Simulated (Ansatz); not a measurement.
Crystal: Cu.

```
Cu
1.0
     0.00000    1.80750    1.80750
     1.80750    0.00000    1.80750
     1.80750    1.80750    0.00000
Cu
1
Cartesian
  0.0000 0.0000 0.0000
```

- Program: Ansatz 0.2.0
- Task: relaxation of cell and atoms
- Functional: PBE
- Dispersion: D3(BJ)
- Potentials or basis: all-electron LAPW, scalar-relativistic
- Basis error allowed: 0.001 eV/atom
- k mesh: 13 × 13 × 13
- Occupations: fermi-dirac, width 0.05 eV
- Spin: no spin polarisation

At the start: volume 11.81 Å³/atom.

Problem. Where does the relaxation end?

Solution. Over 5 steps the energy falls by 10.9 meV/atom and the volume is 11.30 Å³/atom (-4.3 %); space group Fm-3m (No. 225, to 0.05 Å).

The path:
```tsv
step	energy change (eV)	largest force (eV/Å)	volume (Å³)
1	0.0000	0.0000	11.81
2	-0.0083	0.0000	11.55
3	-0.0109	0.0000	11.28
4	-0.0109	0.0000	11.30
5	-0.0109	0.0000	11.30
```

Final structure:
```xyz
1
Lattice="0.0000 1.7812 1.7812 1.7812 0.0000 1.7812 1.7812 1.7812 0.0000" Properties=species:S:1:pos:R:3 pbc="T T T"
Cu    0.0000    0.0000    0.0000
```
